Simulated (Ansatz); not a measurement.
**Quasiparticle gap of Ga6As5P (zincblende [001] superlattice)**

Wanted: the gap of Ga6As5P (zincblende [001] superlattice) with a many-body correction, and the time that it takes.

Main program and level: Ansatz 0.2.0; HSE06, then G0W0 on it, plane waves, PAW.

### Step 1. Starting point

The cell holds 12 atoms: 6 Ga, 5 As and 1 P. Cell: a = 3.979 Å, b = 3.979 Å, c = 16.830 Å, α = 90.0°, β = 90.0°, γ = 90.0°. It derives from GaAs. Regions: GaAs, 10 atoms (5 Ga and 5 As); GaP, 2 atoms (1 Ga and 1 P). The structure's axis is c.

The structure was relaxed with PBEsol. The runs that relaxed it are not among those shown.

The logs state that the PAW files were generated under PBE.

### Step 2. The starting point: HSE06

HSE06 mixes in a quarter of exact exchange at short range.

This step: DFT, HSE06, plane waves, PAW; PAW set soft_1.

The input, input.yaml:

```yaml
crystal:
  lattice:
    - [3.9792939425, 0.0, 0.0]
    - [0.0, 3.9792939425, 0.0]
    - [0.0, 0.0, 16.8298138015]
  atoms:
    - { symbol: Ga, position: [0.0, 0.0, 0.0391723872] }
    - { symbol: As, position: [0.5, 0.0, 0.1234835605] }
    - { symbol: Ga, position: [0.5, 0.5, 0.2077061762] }
    - { symbol: As, position: [0.0, 0.5, 0.2920803439] }
    - { symbol: Ga, position: [0.0, 0.0, 0.3764446862] }
    - { symbol: As, position: [0.5, 0.0, 0.460813568] }
    - { symbol: Ga, position: [0.5, 0.5, 0.5451824498] }
    - { symbol: As, position: [0.0, 0.5, 0.6295467921] }
    - { symbol: Ga, position: [0.0, 0.0, 0.7139209597] }
    - { symbol: As, position: [0.5, 0.0, 0.7981435755] }
    - { symbol: Ga, position: [0.5, 0.5, 0.8824547487] }
    - { symbol: P, position: [0.0, 0.5, 0.960813568] }
kpoints:
  mp_grid: { grid: [4, 4, 2] }
  band_path:
    path:
      - [0.0, 0.0, 0.0]
      - [0.0, 0.5, 0.0]
      - [0.5, 0.5, 0.0]
      - [0.0, 0.0, 0.5]
      - [0.0, 0.5, 0.5]
      - [0.5, 0.5, 0.5]
    npoints: 1
hamiltonian:
  xc: hse06
  pseudopotentials: { kind: paw, azcp: { folder: soft_1 } }
scf:
  occupations: { method: fixed }
  n_extra_bands: 8
output:
  eigenvalues: true
```

The run is started by

```
ansatz run input.yaml --threads 2 --pin off --max-ram 73728MiB --backend cuda --events-out ev --progress --plain --runs-dir out --devices 1 --max-vram 13GiB
```

Numbers of over 12 decimals in the logs are rounded to 6 here.

Output:

```text
scf.n_extra_bands = 8 over 79 filled bands (N_el = 158.0): the run solves 87 bands
GPUs: using 1 of 1 available (devices: 1).
Engine: ansatz 0.2.0, x86_64-unknown-linux-gnu
Pseudopotentials: kind: paw
Pseudopotential: Ga, paw, valence charge 13, recommended cutoff 420 eV (normal), soft_1/Ga.paw.azcp
Pseudopotential: As, paw, valence charge 15, recommended cutoff 420 eV (normal), soft_1/As.paw.azcp
Pseudopotential: P, paw, valence charge 5, recommended cutoff 420 eV (normal), soft_1/P.paw.azcp
Functional definition: HSE06
  parameter a = 0.25
  parameter omega = 0.11/bohr
  exchange = pbe_x - a*pbe_x_sr(omega) + a*exact_x_sr(omega)
  correlation = pbe_c
davidson cushion auto → on  (no smearing: the cushion is to keep the highest requested band from converging to the state above it; pin scf.eigensolver.cushion to override)
device memory: the entry about to start is reckoned to put 3.2 GiB on a device that reports 35.0 GiB free (of which the cap on the GPU budget leaves the run 13.0 GiB)
GPU FFT provider: cuFFT
GPU libraries: cuBLAS 13.8.2, cuFFT 12.4.0, cuSOLVER 12.3.4
Crystal: 12 atoms, lattice volume = 266.496 Å³
Basis set: ecut = 420 eV, 5225 PW (Γ)
Bands: 87, of which v1, the nominal top of the filled ones, is band 79 counted from 1 (78 counted from 0)
Symmetry: 8 space group operations
Space group: P-4m2 (ITA 115), of the structure as read, at distance tolerance 6.4e-5 Å
k-points: 12 of 32
Non-local potential: Ga, projectors of the file, l = 0: 2, l = 1: 2, l = 2: 3, l = 3: 1
Non-local potential: As, projectors of the file, l = 0: 2, l = 1: 2, l = 2: 3, l = 3: 1
Non-local potential: P, projectors of the file, l = 0: 2, l = 1: 2, l = 2: 1
PAW form: soft (Blöchl's): semilocal exchange-correlation on the pseudo side does not see the compensation charge
PAW frozen core: Ga, regenerated for the run's functional, and the local potential with it (the file was generated under x = pbe(κ = 0.804, μ = 0.219515), c = pbe(β = 0.066725))
PAW frozen core: As, regenerated for the run's functional, and the local potential with it (the file was generated under x = pbe(κ = 0.804, μ = 0.219515), c = pbe(β = 0.066725))
PAW frozen core: P, regenerated for the run's functional, and the local potential with it (the file was generated under x = pbe(κ = 0.804, μ = 0.219515), c = pbe(β = 0.066725))
PAW one-centre angular grid: Ga, 590 points (default); XC on 64 Gauss nodes
PAW one-centre angular grid: As, 590 points (default); XC on 64 Gauss nodes
PAW one-centre angular grid: P, 110 points (default); XC on 64 Gauss nodes
Initial density: superposition of atomic densities (chi_scale 0.1, normalization cell, long waves kept (reshape's long-wave potential 0.32 eV rms))
Initial wavefunctions: pseudopotential atomic-orbital guess
GPU buffer pool allocated for 87480 grid points (all kernels)
GPU transforms: local potential and band sums: pruned to the plane-wave sphere, on 27×27×120
Functional: x = pbe(κ = 0.804, μ = 0.219515), c = pbe(β = 0.066725), warm-up for x = pbe(κ = 0.804, μ = 0.219515) + 0.25 (exact − pbe) at short range (hse, ω = 0.207870 Å⁻¹), c = pbe(β = 0.066725); HSE06 as pw.x's `hse` composes it (authors' and Libxc's form: `xc: wpbeh`)
SCF iter   1: F=—  HF=-47738.331913 eV  |F-HF|=—  |Δ(HF+E_count)|=         —  Δρ=4.40e-2  dr2=3.88e0  ethr=1.00e-1  ⟨swp⟩=4.7  Hψ=2833  notcnv=0
preconditioner: auto → none  [insulator: Δε(μ)=0.548 eV  Ē_g=13.466 eV  n_scr=84 (ndim 8)  ℏωp=23.6 eV  f_vac=0.000]
SCF iter   2: F=—  HF=-47739.793735 eV  |F-HF|=—  |Δ(HF+E_count)|=    1.46e0  Δρ=2.35e-2  dr2=1.33e1  ethr=2.45e-3  ⟨swp⟩=6.7  Hψ=3125  notcnv=0  defer=3
SCF iter   3: F=—  HF=-47741.327694 eV  |F-HF|=—  |Δ(HF+E_count)|=    1.53e0  Δρ=2.72e-2  dr2=6.44e1  ethr=2.45e-3  ⟨swp⟩=6.1  Hψ=2735  notcnv=0  defer=7  recentre
SCF iter   4: F=—  HF=-47738.766597 eV  |F-HF|=—  |Δ(HF+E_count)|=    2.56e0  Δρ=1.14e-2  dr2=2.78e0  ethr=2.45e-3  ⟨swp⟩=4.6  Hψ=2475  notcnv=0  defer=2
SCF iter   5: F=—  HF=-47738.555735 eV  |F-HF|=—  |Δ(HF+E_count)|=   2.11e-1  Δρ=4.44e-3  dr2=9.48e-1  ethr=1.76e-3  ⟨swp⟩=2.2  Hψ=2308  notcnv=0
iter 6 solved again at ethr=4.65e-5 eV; its pass at ethr=6.00e-4 eV (dr2=7.35e-2 eV) is discarded
SCF iter   6: F=—  HF=-47738.449291 eV  |F-HF|=—  |Δ(HF+E_count)|=   1.06e-1  Δρ=1.87e-3  dr2=7.28e-2  ethr=4.65e-5  ⟨swp⟩=3.8  Hψ=4691  notcnv=0
SCF iter   7: F=—  HF=-47738.441115 eV  |F-HF|=—  |Δ(HF+E_count)|=   8.18e-3  Δρ=9.98e-4  dr2=1.48e-2  ethr=4.61e-5  ⟨swp⟩=2.6  Hψ=2312  notcnv=0  defer=1
SCF iter   8: F=—  HF=-47738.439665 eV  |F-HF|=—  |Δ(HF+E_count)|=   1.45e-3  Δρ=2.53e-4  dr2=2.91e-4  ethr=9.36e-6  ⟨swp⟩=3.7  Hψ=2452  notcnv=0
SCF iter   9: F=—  HF=-47738.439756 eV  |F-HF|=—  |Δ(HF+E_count)|=   9.08e-5  Δρ=1.83e-4  dr2=1.41e-4  ethr=1.84e-7  ⟨swp⟩=4.0  Hψ=3931  notcnv=0
[...]
SCF 1 stopped early in 11 iterations: F = -47738.439743 eV  dr2 = 1.05e-6
  greatest PAW one-centre occupation: 0.999 electrons in one spin orbital (limit 2), on the As atom at site 5 (counted from 0), in its partial waves of l = 2
device memory: the entry about to start is reckoned to put 4.3 GiB (of the 4.5 GiB reckoned in all, the device holds 0.1 GiB already) on a device that reports 31.3 GiB free (of which the cap on the GPU budget leaves the run 12.9 GiB)
GPU FFT provider: cuFFT
GPU libraries: cuBLAS 13.8.2, cuFFT 12.4.0, cuSOLVER 12.3.4
Initial density: handed on by an earlier stage of this run
Initial wavefunctions: those handed on with the density
GPU buffer pool allocated for 87480 grid points (all kernels)
GPU transforms: local potential and band sums: pruned to the plane-wave sphere, on 27×27×120
Functional: x = pbe(κ = 0.804, μ = 0.219515) + 0.25 (exact − pbe) at short range (hse, ω = 0.207870 Å⁻¹), c = pbe(β = 0.066725); HSE06 as pw.x's `hse` composes it (authors' and Libxc's form: `xc: wpbeh`)
Exchange kernel: α = 0.2500, screened, ω = 0.2079 Å⁻¹, Wigner–Seitz truncation, v(0) = 1038.4855 eV·Å³, q-mesh 4×4×2, nearest image of the exchange supercell L = 15.92 Å, pair-density grid 27×27×120, without the augmentation charges, whose exchange is taken in its separable form by FFT convolution over the k-point mesh (the finest that the files' search goes to), smooth part of the exact exchange by density-matrix convolution in up to 7.13 GiB of GPU memory as planned if the GPU has room (build and FFT work areas not counted)
Frozen-core exchange: fock
[...]
preconditioner: auto → none  [insulator: Δε(μ)=1.498 eV  Ē_g=15.873 eV  n_scr=84 (ndim 8)  ℏωp=23.6 eV  f_vac=0.067]
[...]
SCF iter   5: F=—  HF=-47748.351624 eV  |F-HF|=—  |Δ(HF+E_count)|=   1.68e-3  Δρ=4.01e-4  dr2=5.25e-4  ethr=6.63e-9  ⟨swp⟩=5.5  Hψ=4636  notcnv=0
SCF iter   6: F=—  HF=-47748.351528 eV  |F-HF|=—  |Δ(HF+E_count)|=   9.57e-5  Δρ=4.43e-5  dr2=2.38e-4  ethr=6.63e-9  ⟨swp⟩=4.8  Hψ=4137  notcnv=0
SCF iter   7: F=—  HF=-47748.352925 eV  |F-HF|=—  |Δ(HF+E_count)|=   1.40e-3  Δρ=2.20e-4  dr2=1.40e-4  ethr=6.63e-9  ⟨swp⟩=5.2  Hψ=4328  notcnv=0
SCF iter   8: F=-47748.352885 eV  HF=-47748.352885 eV  |F-HF|=1.11e-7  |Δ(HF+E_count)|=   4.01e-5  Δρ=1.78e-5  dr2=8.68e-6  ethr=6.63e-9  ⟨swp⟩=4.0  Hψ=3396  notcnv=0
SCF 2 stopped early in 8 iterations: F = -47748.352885 eV  dr2 = 8.68e-6
hybrid outer 1: dexx = +7.083e-2 eV, tail = 4.27e-4 eV
GPU FFT provider: cuFFT
GPU libraries: cuBLAS 13.8.2, cuFFT 12.4.0, cuSOLVER 12.3.4
GPU buffer pool allocated for 87480 grid points (all kernels)
GPU transforms: local potential and band sums: pruned to the plane-wave sphere, on 27×27×120
Exchange kernel: α = 0.2500, screened, ω = 0.2079 Å⁻¹, Wigner–Seitz truncation, v(0) = 1038.4855 eV·Å³, q-mesh 4×4×2, nearest image of the exchange supercell L = 15.92 Å, pair-density grid 27×27×120, without the augmentation charges, whose exchange is taken in its separable form by FFT convolution over the k-point mesh (the finest that the files' search goes to), smooth part of the exact exchange by density-matrix convolution in up to 7.13 GiB of GPU memory as planned if the GPU has room (build and FFT work areas not counted)
Frozen-core exchange: fock
SCF iter   1: F=—  HF=-47748.352596 eV  |F-HF|=—  |Δ(HF+E_count)|=         —  Δρ=7.24e-5  dr2=2.68e-5  ethr=1.35e-6  ⟨swp⟩=3.3  Hψ=2486  notcnv=0
preconditioner: auto → none  [insulator: Δε(μ)=1.601 eV  Ē_g=15.697 eV  n_scr=84 (ndim 8)  ℏωp=23.6 eV  f_vac=0.067]
SCF iter   2: F=—  HF=-47748.352667 eV  |F-HF|=—  |Δ(HF+E_count)|=   7.15e-5  Δρ=4.61e-5  dr2=5.59e-6  ethr=7.13e-9  ⟨swp⟩=5.4  Hψ=4291  notcnv=0  defer=1
SCF iter   3: F=—  HF=-47748.352666 eV  |F-HF|=—  |Δ(HF+E_count)|=   1.45e-6  Δρ=1.81e-5  dr2=3.44e-6  ethr=2.41e-9  ⟨swp⟩=3.0  Hψ=2693  notcnv=0
iter 4 solved again at ethr=3.22e-11 eV; its pass at ethr=3.44e-10 eV (dr2=5.08e-8 eV) is discarded
SCF iter   4: F=—  HF=-47748.352676 eV  |F-HF|=—  |Δ(HF+E_count)|=   1.03e-5  Δρ=5.41e-6  dr2=1.44e-7  ethr=3.22e-11  ⟨swp⟩=3.1  Hψ=5334  notcnv=0
SCF iter   5: F=-47748.352676 eV  HF=-47748.352676 eV  |F-HF|=3.81e-9  |Δ(HF+E_count)|=   4.52e-7  Δρ=1.02e-6  dr2=1.79e-8  ethr=3.21e-11  ⟨swp⟩=5.4  Hψ=3004  notcnv=0  defer=16
SCF 3 converged in 5 iterations: F = -47748.352676 eV  dr2 = 1.79e-8
hybrid outer 2: dexx = +1.253e-5 eV, tail = 3.65e-7 eV, Δε = 3.83e-3 eV (about 1.06e-4 eV left of the loop's levels)
the search or the solves at the SCF's close seem to have found levels that the self-consistency loop had missed (the run counts 1). By its estimate they hold under 1e-12 electrons; where the run keeps them, the occupations were computed again with them
device memory: the entry about to start is reckoned to put 1.6 GiB on a device that reports 41.4 GiB free (of which the cap on the GPU budget leaves the run 13.0 GiB)
NSCF: frozen V_eff on 6 k-points
hybrid SCF converged: 2 outer / 13 inner (+11 warm-up), last move |dexx| = 1.25e-5 eV, tail = 3.65e-7 eV
Stability not checked: this state was not tested for a lower state beside it, because the functional holds exact exchange (a hybrid, or Hartree-Fock), whose exchange loop this test does not read (fock_operator; see scf.lower_state_search)
Free energy (F): -47748.352610 eV
Frozen-core exchange: fock
Harris-Foulkes:  -47748.352610 eV  (|F-HF|=3.81e-9)
Internal energy: -47748.352610 eV  (E = F + TS)
E sigma→0 (E₀):  -47748.352610 eV
Fermi energy:    7.403190 eV
--- Per-component energies (eV) ---
  E_band       = -2072.159806
  E_kinetic    = 1221.050425
  E_local      = -20867.993955  (includes V_loc(G=0)·N_el)
  E_nonlocal   = -2493.712235
  E_hartree    = 12156.342142
  E_xc         = -650.378707
  E_vxc        = -615.668304  (∫ρ·V_xc dr)
  E_exx        = -603.139915  (= α·E_x^exact, valence–valence)
  E_paw        = -22144.667083  (= ΣΔE_a)
  E_vpaw       = -2422.240948  (= ΣTr[D̂ρ^β])
  E_aug_tail   = -0.001294  (compensation charges beyond the density's cutoff)
  E_ewald      = -14362.648658
  E_core_change = -3.203330  (= ΣΔE_core)
  E_smearing   = -0.000000  (= −TS)
  E_closure    = -0.000000  (closes the sum)
  Σ components = -47748.352610   (vs F -47748.352610, Δ=0.00e0)
--- Band table (eV; the first three rows and the last of 12) ---
  k-point 0: bands = [... 75 lower, 6.3767, 7.3883, 7.3883, 7.4032, 9.0052, 9.4509, 9.4583, 9.6851, ... 4 higher]
  k-point 1: bands = [... 75 lower, 6.9600, 6.9600, 7.1114, 7.1114, 9.3742, 9.4157, 9.8916, 10.0163, ... 4 higher]
  k-point 2: bands = [... 75 lower, 6.4720, 6.5242, 6.5659, 7.0973, 9.7807, 9.8505, 10.0405, 10.4348, ... 4 higher]
  k-point 11: bands = [... 75 lower, 4.2517, 4.2817, 4.3143, 4.3376, 9.8961, 10.0254, 10.0451, 10.1858, ... 4 higher]
```

Wall time 60 s (1 × NVIDIA H100 80GB HBM3 (shared by 6 runs) with 2 threads of AMD EPYC 7R13 (Zen 3), shared host); peak memory 2.1 GiB; 96 s of CPU time.

This step gave:

- gap: 1.602 eV
- valence top at: Γ
- conduction bottom at: Γ
- least direct gap: 1.602 eV
- exact-exchange fraction: 0.25

Over mesh and listed points the gap is 1.602 eV, direct, at k = Γ.

[end of part 1 of 2]

[Paths, hosts, dates, memory and timing lines, banners, echoed tables and standing remarks are left out of the program output.]

[Logs are printed without paths, hosts, clocks, repeated set-up lines and the standing remarks that a program may print on its own settings, such as how far it seeks lower states.]

[Runs of the session that timed out or met a known fault of the program may be left out.]

[Cells called generated may have been cut or substituted from an entry of the Crystallography Open Database or the Materials Project.]

[Hosts, paths, dates, database ids (printed as entryN), source tags and the programs' standing remarks are cut or masked in the printed files.]

[Where an RPA ε∞ is given, it is that of the G0W0 mesh and is not shown converged in it. Names of k-points follow the symmetry that the program found, which can be lower than the space group named. Band edges on a path are those of the sampled points; other points can move an edge, and change direct to indirect where valleys lie close.]

[Hybrid gaps are those of their k-mesh and are not shown converged in it.]
